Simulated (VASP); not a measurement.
Consider the following.

```xyz
2
Lattice="0.0000 3.0100 3.0100 3.0100 0.0000 3.0100 3.0100 3.0100 0.0000" Properties=species:S:1:pos:R:3 pbc="T T T"
Li     0.0000     0.0000     0.0000
I      3.0100     3.0100     3.0100
```

These are G0W0 on PBE orbitals, VASP's PBE PAW potentials (set 64) (plane waves; VASP) values and carry that method's errors. Settings: PREC = Normal, 500 eV cut-off, 4×4×4 Γ-centred mesh, Gaussian smearing of 0.010 eV, potentials Li_sv_GW I_GW.

The mesh is coarse and the basis finite, so the quasiparticle values are not converged.

NBANDS = 64, ENCUTGW = 150 eV, NOMEGA = 64. The PBE levels (eV) that the step starts from are:

| state | KS energy | filling |
|---|---|---|
| k1 (0.00, 0.00, 0.00), band 2 | -9.70 | 2 |
| k1 (0.00, 0.00, 0.00), band 3 | 1.92 | 2 |
| k1 (0.00, 0.00, 0.00), band 4 | 1.92 | 2 |
| k1 (0.00, 0.00, 0.00), band 5 | 1.92 | 2 |
| k1 (0.00, 0.00, 0.00), band 6 | 6.16 | 0 |
| k1 (0.00, 0.00, 0.00), band 7 | 10.25 | 0 |
| k1 (0.00, 0.00, 0.00), band 8 | 10.25 | 0 |
| k1 (0.00, 0.00, 0.00), band 9 | 10.25 | 0 |
| k2 (0.25, 0.00, 0.00), band 2 | -9.46 | 2 |
| k2 (0.25, 0.00, 0.00), band 3 | 0.19 | 2 |
| k2 (0.25, 0.00, 0.00), band 4 | 1.78 | 2 |
| k2 (0.25, 0.00, 0.00), band 5 | 1.78 | 2 |
| k2 (0.25, 0.00, 0.00), band 6 | 6.94 | 0 |
| k2 (0.25, 0.00, 0.00), band 7 | 9.07 | 0 |
| k2 (0.25, 0.00, 0.00), band 8 | 9.07 | 0 |
| k2 (0.25, 0.00, 0.00), band 9 | 10.10 | 0 |
| k7 (0.50, 0.50, 0.00), band 2 | -8.98 | 2 |
| k7 (0.50, 0.50, 0.00), band 3 | -0.95 | 2 |
| k7 (0.50, 0.50, 0.00), band 4 | 0.73 | 2 |
| k7 (0.50, 0.50, 0.00), band 5 | 0.73 | 2 |
| k7 (0.50, 0.50, 0.00), band 6 | 6.28 | 0 |
| k7 (0.50, 0.50, 0.00), band 7 | 7.39 | 0 |
| k7 (0.50, 0.50, 0.00), band 8 | 12.32 | 0 |
| k7 (0.50, 0.50, 0.00), band 9 | 12.32 | 0 |

Question: Give the quasiparticle energies and renormalisation factors Z.

Answer: 
```json
[
 {"state": "k1 (0.00, 0.00, 0.00), band 2", "QP energy (eV)": "-10.75", "Z": "0.73"},
 {"state": "k1 (0.00, 0.00, 0.00), band 3", "QP energy (eV)": "0.91", "Z": "0.79"},
 {"state": "k1 (0.00, 0.00, 0.00), band 4", "QP energy (eV)": "0.91", "Z": "0.79"},
 {"state": "k1 (0.00, 0.00, 0.00), band 5", "QP energy (eV)": "0.91", "Z": "0.79"},
 {"state": "k1 (0.00, 0.00, 0.00), band 6", "QP energy (eV)": "6.83", "Z": "0.81"},
 {"state": "k1 (0.00, 0.00, 0.00), band 7", "QP energy (eV)": "10.88", "Z": "0.80"},
 {"state": "k1 (0.00, 0.00, 0.00), band 8", "QP energy (eV)": "10.88", "Z": "0.80"},
 {"state": "k1 (0.00, 0.00, 0.00), band 9", "QP energy (eV)": "10.88", "Z": "0.80"},
 {"state": "k2 (0.25, 0.00, 0.00), band 2", "QP energy (eV)": "-10.46", "Z": "0.74"},
 {"state": "k2 (0.25, 0.00, 0.00), band 3", "QP energy (eV)": "-1.00", "Z": "0.77"},
 {"state": "k2 (0.25, 0.00, 0.00), band 4", "QP energy (eV)": "0.74", "Z": "0.79"},
 {"state": "k2 (0.25, 0.00, 0.00), band 5", "QP energy (eV)": "0.74", "Z": "0.79"},
 {"state": "k2 (0.25, 0.00, 0.00), band 6", "QP energy (eV)": "7.58", "Z": "0.80"},
 {"state": "k2 (0.25, 0.00, 0.00), band 7", "QP energy (eV)": "9.77", "Z": "0.79"},
 {"state": "k2 (0.25, 0.00, 0.00), band 8", "QP energy (eV)": "9.77", "Z": "0.79"},
 {"state": "k2 (0.25, 0.00, 0.00), band 9", "QP energy (eV)": "10.81", "Z": "0.78"},
 {"state": "k7 (0.50, 0.50, 0.00), band 2", "QP energy (eV)": "-9.88", "Z": "0.75"},
 {"state": "k7 (0.50, 0.50, 0.00), band 3", "QP energy (eV)": "-2.25", "Z": "0.76"},
 {"state": "k7 (0.50, 0.50, 0.00), band 4", "QP energy (eV)": "-0.43", "Z": "0.78"},
 {"state": "k7 (0.50, 0.50, 0.00), band 5", "QP energy (eV)": "-0.43", "Z": "0.78"},
 {"state": "k7 (0.50, 0.50, 0.00), band 6", "QP energy (eV)": "6.84", "Z": "0.80"},
 {"state": "k7 (0.50, 0.50, 0.00), band 7", "QP energy (eV)": "7.82", "Z": "0.81"},
 {"state": "k7 (0.50, 0.50, 0.00), band 8", "QP energy (eV)": "13.12", "Z": "0.76"},
 {"state": "k7 (0.50, 0.50, 0.00), band 9", "QP energy (eV)": "13.12", "Z": "0.76"}
]
```
On the mesh the gap opens from 4.23 to 5.92 eV.

The compound is LiI in the rock salt structure. The cell was not relaxed at this level. The k-mesh is coarse (spacing up to 0.45 per Å, 2π included), so the numbers may not be converged in it.
